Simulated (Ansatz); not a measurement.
Set up this calculation in Ansatz 0.2.0, as the native input.

| Quantity | Value |
| --- | --- |
| Task | band structure |
| Functional | PBEsol |
| Potentials or basis | Ansatz PAW |
| Cutoff | 420 eV (not typed: the program's choice for these potentials) |
| k mesh | 11 × 11 × 11 |
| Occupations | fermi-dirac, width 0.05 eV |
| Spin | no spin polarisation |
| Path | [["G", "X", "L", "T", "W", "R", "X1", "Z", "G", "Y", "S", "W"], ["L1", "Y"], ["Y1", "Z"]] |
| Points for each segment of the path | 14 |

Ge:

```
Ge
1.0
    -2.49590    2.65086    1.43695
     2.49590   -2.65086    1.43695
     2.49590    2.65086   -1.43695
Ge
2
Cartesian
  0.0000 1.3254 0.1841
  2.4959 1.3254 1.2529
```

This isn't the form of Ge at room conditions, which is diamond.

The input as run:

input.yaml

```yaml
crystal:
  lattice:
    - [-2.495898, 2.650863, 1.436947]
    - [2.495898, -2.650863, 1.436947]
    - [2.495898, 2.650863, -1.436947]
  atoms:
    - { symbol: Ge, position: [0.314057, 0.064057, 0.25] }
    - { symbol: Ge, position: [0.685943, 0.935943, 0.75] }
hamiltonian:
  xc: pbesol
  pseudopotentials: { kind: paw }
kpoints:
  mp_grid: { grid: [11, 11, 11] }
  band_path:
    path:
      - [[0.0, 0.0, 0.0], [0.3234593264, 0.3234593264, -0.3234593264], [0.2950845098, 0.3518341431, -0.2950845098], [0.0, 0.5, 0.0], [0.25, 0.25, 0.25], [0.5, 0.0, 0.0], [0.6765406736, -0.3234593264, 0.3234593264], [0.5, -0.5, 0.5], [0.0, 0.0, 0.0], [-0.4716251834, 0.4716251834, 0.4716251834], [0.0, 0.0, 0.5], [0.25, 0.25, 0.25]]
      - [[-0.2950845098, 0.6481658569, 0.2950845098], [-0.4716251834, 0.4716251834, 0.4716251834]]
      - [[0.4716251834, -0.4716251834, 0.5283748166], [0.5, -0.5, 0.5]]
    npoints: 14
scf:
  occupations: { method: fermi_dirac, width: 0.05 }
  n_extra_bands: 6
output:
  forces: true
  stress: true
  eigenvalues: true
  fatbands: true
```

Potentials or basis: Ansatz PAW.

Launch:

```sh
$ ansatz run input.yaml --threads 2 --pin off --max-ram 5632MiB --backend cpu --events-out ev --progress --plain --runs-dir out
```

It gave:

| Quantity | Value |
| --- | --- |
| Pressure | -2.5 GPa |
| Largest force | 0.059 eV/Å |
| Band gap on the k mesh | none (metal or under the smearing width) |

Caveat: the PAW data sets come from PBE, with cores solved anew for the run's functional, which leaves a small shift of forces and pressure.

It took 6.4 s on 2 threads of Intel(R) Xeon(R) Platinum 8259CL CPU @ 2.50GHz (Skylake/Cascade Lake), on a shared host, peak memory 0.47 GiB.
